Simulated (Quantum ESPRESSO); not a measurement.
Crystal: Rh.

```
CELL_PARAMETERS angstrom
2.73098 0.00000 0.00000
-1.36549 2.36510 0.00000
0.00000 0.00000 4.42849
ATOMIC_POSITIONS crystal
Rh 0.33333 0.66667 0.25000
Rh 0.66667 0.33333 0.75000
```

This isn't the form of Rh at room conditions, which is fcc.

* Program: Quantum ESPRESSO 7.5
* Task: phonons
* Functional: PBE
* Potentials or basis: SSSP 1.3 efficiency PBE
* Cutoff: 816 eV
* Density cutoff: 3265 eV
* k mesh: 9 × 9 × 5
* Occupations: methfessel-paxton, width 0.136 eV
* Spin: no spin polarisation
* Mixing beta: 0.5
* Most SCF iterations: 120
* SCF threshold: 4e-10 Ry

At Γ the optical frequencies are 146 146 235 cm⁻¹, at a pressure of -4.1 GPa.

Q: How do the modes respond when the cell is scaled evenly, at fixed shape?

A: The highest mode has a Grüneisen parameter of 2.71. None of the listed modes softens on compression. Real pressure also changes the shape of this cell, most of all in layered crystals, so these aren't the shifts under hydrostatic load.

Frequencies at 99 % and 101 % of the volume (pressures -1.7 and -6.4 GPa), ions relaxed:
| mode | 99 % (cm⁻¹) | 101 % (cm⁻¹) | Grüneisen parameter |
| --- | --- | --- | --- |
| 4 | 148.8 | 143.9 | 1.67 |
| 5 | 148.8 | 143.9 | 1.67 |
| 6 | 241.2 | 228.5 | 2.71 |

Modes are matched by their order; those that don't vary smoothly over the three volumes are left out.

Caveat: the mesh is thin for the phonons of a metal; the cell is more than 3 GPa from zero pressure, which shifts response properties.
